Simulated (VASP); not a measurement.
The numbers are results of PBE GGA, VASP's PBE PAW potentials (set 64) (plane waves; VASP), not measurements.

Input for VASP

**INCAR**
```
# general
SYSTEM  = CsI
PREC    = Accurate
ENCUT   = 300
LREAL   = .FALSE.
LASPH   = .TRUE.   # aspherical one-centre terms

# electronic loop
EDIFF   = 1E-6   # SCF stop (eV)
NELM    = 100   # most electronic steps
ALGO    = Normal   # blocked Davidson
LMAXMIX = 4   # l cut-off of mixed one-centre charges

# smearing
ISMEAR  = -1   # Fermi-Dirac
SIGMA   = 0.01

# functional
GGA     = PE

# ions
ISIF    = 2

# output
LWAVE   = .FALSE.
LCHARG  = .FALSE.
```

### POSCAR
```
CsI
4.47860
  1.0000000000   0.0000000000   0.0000000000
  0.0000000000   1.0000000000   0.0000000000
  0.0000000000   0.0000000000   1.0000000000
Cs I
1 1
Cart
  0.0000000000   0.0000000000   0.0000000000
  0.5000000000   0.5000000000   0.5000000000
```

**KPOINTS**
```
Automatic mesh
0
gamma
  4 4 4
0 0 0
```

POTCAR, in this order: Cs_sv I (PBE.64 set). Program: vasp_std.

Output

### OSZICAR
```
       N       E                     dE             d eps       ncg     rms          rms(c)
DAV:   1     0.719283823315E+02    0.71928E+02   -0.46662E+03   240   0.731E+02
DAV:   2    -0.809634036286E+00   -0.72738E+02   -0.67186E+02   356   0.143E+02
DAV:   3    -0.545961457387E+01   -0.46500E+01   -0.46396E+01   292   0.411E+01
DAV:   4    -0.551204988996E+01   -0.52435E-01   -0.52421E-01   308   0.563E+00
DAV:   5    -0.551260913697E+01   -0.55925E-03   -0.55923E-03   288   0.539E-01    0.164E+00
DAV:   6    -0.540159259583E+01    0.11102E+00   -0.15197E-01   272   0.192E+00    0.126E+00
DAV:   7    -0.537933959743E+01    0.22253E-01   -0.13315E-01   276   0.183E+00    0.594E-01
DAV:   8    -0.538241249303E+01   -0.30729E-02   -0.90039E-03   260   0.611E-01    0.105E-01
DAV:   9    -0.538273863900E+01   -0.32615E-03   -0.60085E-04   272   0.177E-01    0.714E-02
DAV:  10    -0.538283950967E+01   -0.10087E-03   -0.16861E-04   268   0.815E-02    0.146E-02
DAV:  11    -0.538283841136E+01    0.10983E-05   -0.44308E-05   276   0.354E-02    0.577E-03
DAV:  12    -0.538283857746E+01   -0.16609E-06   -0.35838E-06   280   0.130E-02
   1 F= -.53828386E+01 E0= -.53828386E+01  d E =-.211808E-13
```

OUTCAR:
```
------------------------ aborting loop because EDIFF is reached ----------------------------------------
  FORCE on cell =-STRESS in cart. coord.  units (eV):
  Direction    XX          YY          ZZ          XY          YZ          ZX
  --------------------------------------------------------------------------------------
  Total        0.9557884      0.9557884      0.9557884      0.0000000      0.0000000      0.0000000
  in kB       17.0469042     17.0469042     17.0469042      0.0000000      0.0000000      0.0000000
  external PRESSURE =      17.0469042 kB  Pullay stress =       0.0000000 kB
  volume of cell :       89.83
      direct lattice vectors                 reciprocal lattice vectors
     4.478600000  0.000000000  0.000000000     0.223284062  0.000000000  0.000000000
     0.000000000  4.478600000  0.000000000     0.000000000  0.223284062  0.000000000
     0.000000000  0.000000000  4.478600000     0.000000000  0.000000000  0.223284062
 POSITION                                       TOTAL-FORCE (eV/Angst)
 -----------------------------------------------------------------------------------
      0.00000      0.00000      0.00000         0.000000      0.000000      0.000000
      2.23930      2.23930      2.23930         0.000000      0.000000      0.000000
 -----------------------------------------------------------------------------------
    total drift:                               -0.000000      0.000000      0.000000
  FREE ENERGIE OF THE ION-ELECTRON SYSTEM (eV)
  ---------------------------------------------------
  free  energy   TOTEN  =        -5.3828385775 eV

  energy  without entropy=       -5.3828385775  energy(sigma->0) =       -5.38283858
```
(Selected blocks of OUTCAR.)

At this cut-off the stress carries a Pulay error, which pulls relaxed volumes low.

The structure is a typed CsI crystal (Pm-3m). The cell was not relaxed at this level, and its volume differs by -5.9 % from the start's.
